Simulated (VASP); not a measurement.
**ZnO: single point with PBE+D3(BJ)**

Crystal: ZnO.

```xyz
4
Lattice="3.3330 0.0000 0.0000 -1.6665 2.8865 0.0000 0.0000 0.0000 6.9390" Properties=species:S:1:pos:R:3 pbc="T T T"
Zn    0.0000    0.0000    5.2043
Zn    0.0000    0.0000    1.7348
O     0.0000    1.9243    1.7348
O     1.6665    0.9622    5.2043
```

Measurements of this composition are mostly on another form, of space group No. 186.

* Program: VASP 6.6.1
* Task: single point
* Functional: PBE
* Dispersion: D3(BJ)
* Potentials or basis: VASP PAW PBE potentials, release 64 (Zn, O)
* Cutoff: 520 eV
* k mesh: 12 × 12 × 4
* Occupations: gaussian, width 0.05 eV
* Spin: no spin polarisation
* Dipole correction: no
* Further INCAR settings: ALGO = Normal; EDIFF = 1e-07; NBANDS = 26

```
Pressure                   : -5.0 GPa
Band gap on the k mesh     : 0.76 eV, direct
Dispersion energy per atom : -0.157 eV
```

Stress tensor (GPa, compression positive):
```
-6.72  0.00  0.00
 0.00 -6.72  0.00
 0.00  0.00 -1.51
```

Levels at points of the mesh, in eV from the valence-band top:
| k point | band 15 | band 16 | band 17 | band 18 | band 19 | band 20 | band 21 | band 22 |
| --- | --- | --- | --- | --- | --- | --- | --- | --- |
| (0.00, 0.00, 0.00) | -0.01 | -0.01 | 0.00 | 0.00 | 0.76 | 3.41 | 5.31 | 11.37 |
| (0.50, 0.00, 0.00) | -1.77 | -1.66 | -0.79 | -0.76 | 4.86 | 5.34 | 6.18 | 8.69 |
| (0.00, 0.00, 0.50) | 0.00 | 0.00 | 0.00 | 0.00 | 1.96 | 1.96 | 7.50 | 7.50 |
| (0.50, 0.00, 0.50) | -1.71 | -1.71 | -0.73 | -0.73 | 4.91 | 4.91 | 7.72 | 7.72 |

It took 95 s on 1 thread of Intel(R) Xeon(R) Platinum 8488C (Sapphire Rapids), with other jobs on the host, peak memory 0.25 GiB.

A k mesh can miss the band edges. As with any semilocal functional, this PBE gap is likely too small.
